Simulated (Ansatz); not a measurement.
Input and command of a calculation in Ansatz (plane waves; scalar-relativistic PAW potentials unless the input names others):

```yaml
crystal:
  lattice:
    - [3.055283566, 3.2583147222, 0.0]
    - [3.055283566, -3.2583147222, 0.0]
    - [0.0, 0.0, -4.7093899546]
  atoms:
    - { symbol: Si, position: [0.5, 0.0, 0.1568172756] }
    - { symbol: Si, position: [0.0, 0.5, 0.1568172756] }
    - { symbol: Si, position: [0.0, 1.0, 0.8431827244] }
    - { symbol: Si, position: [0.5, 0.5, 0.8431827244] }
    - { symbol: Ni, position: [0.5, 0.0, 0.6576940233] }
    - { symbol: Ni, position: [0.0, 0.5, 0.6576940233] }
    - { symbol: Ni, position: [0.0, 0.0, 0.3423059767] }
    - { symbol: Ni, position: [0.5, 0.5, 0.3423059767] }
  symmetry: { detect: false }
basis:
  ecutwfc: "25.7 Ry"
kpoints:
  mp_grid: { grid: [12, 12, 10] }
hamiltonian:
  xc: pbe
scf:
  occupations: { method: gaussian, width: 0.15 }
output:
  forces: true
  eigenvalues: true
  stress: true
```

```bash
ansatz run input.yaml --threads 2 --pin off --max-ram 5120MiB --backend cpu --events-out ev --progress --plain --runs-dir out
```

Abridged log:
```
Warning: basis.ecutwfc = 349.66631326 eV is below the records' recommended 420 eV, and the density's cutoff is lower with it unless basis.ecutrho_ratio is high enough to keep the records' density cutoff: compare with a run at a higher cutoff
Basis set: ecut = 349.66631326 eV, 1383 PW (Γ), exchange–correlation on 60×60×60 points (8 copies of the dense FFT grid, shifted against one another)
Bands: 53, of which v1, the nominal top of the filled ones, is band 44 counted from 1 (43 counted from 0)
Symmetry: 1 space group operations
k-points: 724 of 1440 (time reversal used)
SCF iter   1: F=—  HF=-25905.675877 eV  |F-HF|=—  |Δ(HF+E_count)|=         —  Δρ=5.01e-3  dr2=8.68e-3  ethr=1.77e-3  ⟨swp⟩=6.9  Hψ=146861  notcnv=0
SCF iter   2: F=—  HF=-25905.673373 eV  |F-HF|=—  |Δ(HF+E_count)|=   2.50e-3  Δρ=2.58e-3  dr2=3.02e-3  ethr=9.87e-6  ⟨swp⟩=2.1  Hψ=68542  notcnv=0  defer=8
SCF iter   3: F=—  HF=-25905.672486 eV  |F-HF|=—  |Δ(HF+E_count)|=   8.87e-4  Δρ=6.09e-4  dr2=3.02e-4  ethr=3.44e-6  ⟨swp⟩=2.5  Hψ=60055  notcnv=0  defer=8
SCF iter   4: F=—  HF=-25905.672463 eV  |F-HF|=—  |Δ(HF+E_count)|=   2.26e-5  Δρ=5.00e-4  dr2=1.42e-4  ethr=3.43e-7  ⟨swp⟩=2.0  Hψ=53662  notcnv=0  defer=8
SCF iter   5: F=—  HF=-25905.672446 eV  |F-HF|=—  |Δ(HF+E_count)|=   1.73e-5  Δρ=8.48e-5  dr2=4.86e-6  ethr=1.61e-7  ⟨swp⟩=2.4  Hψ=48725  notcnv=0  defer=8
SCF iter   6: F=—  HF=-25905.672358 eV  |F-HF|=—  |Δ(HF+E_count)|=   8.79e-5  Δρ=4.85e-5  dr2=1.51e-6  ethr=5.52e-9  ⟨swp⟩=2.2  Hψ=59828  notcnv=0  defer=8
SCF iter   7: F=-25905.672358 eV  HF=-25905.672358 eV  |F-HF|=5.30e-8  |Δ(HF+E_count)|=   2.11e-7  Δρ=8.44e-6  dr2=5.34e-8  ethr=1.14e-10  ⟨swp⟩=7.2  Hψ=170025  notcnv=0
SCF 1 converged in 7 iterations: F = -25905.672358 eV  dr2 = 5.34e-8
SCF converged after 7 iterations
Free energy (F): -25905.672358 eV
Harris-Foulkes:  -25905.672358 eV  (|F-HF|=5.30e-8)
Internal energy: -25905.646018 eV  (E = F + TS)
E sigma→0 (E₀):  -25905.659188 eV
Entropy (-TS):   -0.026339 eV (-3.292 meV/atom)
Fermi energy:    15.565306 eV
--- Forces (eV/Å), atoms counted from 1 ---
  atom   1  Si     0.00000001     0.00000001     0.00655873
  atom   2  Si     0.00000002     0.00000003     0.00655872
  atom   3  Si     0.00000009    -0.00000006    -0.00655861
  atom   4  Si    -0.00000002    -0.00000003    -0.00655863
  atom   5  Ni     0.00000004     0.00000007     0.01402055
  atom   6  Ni     0.00000009     0.00000018     0.01402018
  atom   7  Ni    -0.00000020    -0.00000007    -0.01402047
  atom   8  Ni    -0.00000017    -0.00000010    -0.01402159
--- Stress (GPa, compression-positive) ---
       -0.142576       0.000001       0.000000
        0.000001       0.255919       0.000000
        0.000000       0.000000       0.268854
  P = ⅓ Tr σ = 0.1274 GPa (1.274 kbar)
```

Apart from outputs and empty bands, the input differs from a reference run on usual settings in basis.ecutwfc: 420 → "25.7 Ry"; crystal.symmetry: not typed → {"detect": false}. The reference, at the same geometry, gave pressure -0.04 GPa, largest force 0.001 eV/Å, no gap on the mesh. This run converged in 7 SCF iterations (reference: 7) with an energy at zero smearing 11.23 meV/atom above the reference's, pressure 0.13 GPa, largest force 0.014 eV/Å, no gap on the mesh. Its cutoff is looser than usual, and the result moved.

Time: 120 s on 2 threads of Arm Neoverse V2, with other jobs on the host, peak memory 1.9 GiB.